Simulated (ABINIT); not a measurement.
# ZnS in ABINIT: the effect of functional

The system is ZnS.

```
Zn S
1.0
     0.00000    2.70200    2.70200
     2.70200    0.00000    2.70200
     2.70200    2.70200    0.00000
Zn S
1 1
Direct
  0.75000 0.75000 0.75000
  0.00000 0.00000 0.00000
```

Alike in all runs:

* Program: ABINIT 10.8.3 (patched build)
* Task: band structure
* Potentials or basis: JTH PAW PBE v2.0
* Cutoff: 707 eV
* k mesh: 9 × 9 × 9
* Occupations: fermi-dirac, width 0.05 eV
* Spin: no spin polarisation

```tsv
functional	gap on the mesh (eV)
LDA	1.85
PBEsol	1.96
RPBE	2.26
BLYP	2.09
AM05	2.08
r2SCAN	2.64
SCAN	?
revPBE	2.22
PW91	2.07
WC	1.93
TB-mBJ	3.58
```

**Question.** What does the run with functional SCAN give?

**Answer.** gap on the mesh 2.58 eV.

Caveats: the constant c of TB-mBJ comes from the pseudo density here, which moves gaps by up to 0.3 eV between sets of potentials (some runs).

Runs at the PBE level aren't shown here.
